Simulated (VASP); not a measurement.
System: PbSe (rock salt type, first atom moved by 0.06 Å along [111]), 2 atoms in the cell.

```
CELL_PARAMETERS angstrom
0.00000 3.10500 3.10500
3.10500 0.00000 3.10500
3.10500 3.10500 0.00000
ATOMIC_POSITIONS crystal
Pb 0.00558 0.00558 0.00558
Se 0.50000 0.50000 0.50000
```

Code and potentials: VASP, Pb_d/Se, 309 eV. Settings: k-mesh 4×4×4 Γ-centred; Fermi–Dirac smearing of 0.05 eV; no spin polarisation; no spin–orbit coupling. For HSE06: HFSCREEN = 0.208; HFRCUT = 0; PRECFOCK = Normal.

One run gave:

```
Pressure        : -1.29 GPa
Gap on the mesh : 0.88 eV
```

```csv
atom,Fx (eV/Å),Fy (eV/Å),Fz (eV/Å)
Pb1,0.021,0.021,0.021
Se2,-0.021,-0.021,-0.021
```

Question: Which level of theory was it?
A. HSE06
B. PBE

Answer: A. All runs:

| level | pressure (GPa) | gap (eV) | rms force (eV/Å) |
| --- | --- | --- | --- |
| PBE | -0.19 | 0.44 | 0.039 |
| HSE06 | -1.29 | 0.88 | 0.037 |

VASP prints the stress at a fixed plane-wave basis, so it holds the Pulay stress of this cutoff.

Where the force pushes the moved atom further off its site, the soft mode may be real or faked by the k-mesh. A gap read on the mesh is an upper bound of this method's gap, since the mesh can miss a band edge. The k-mesh is modest, so these values aren't fully converged in k. Spin–orbit coupling is left out; with heavy elements it can shift the gap and split levels by tenths of an eV. Potentials made with PBE were used with another functional (at least in: VASP, Pb_d/Se, 309 eV (HSE06)). Semilocal functionals give gaps that mostly lie well below measured ones.
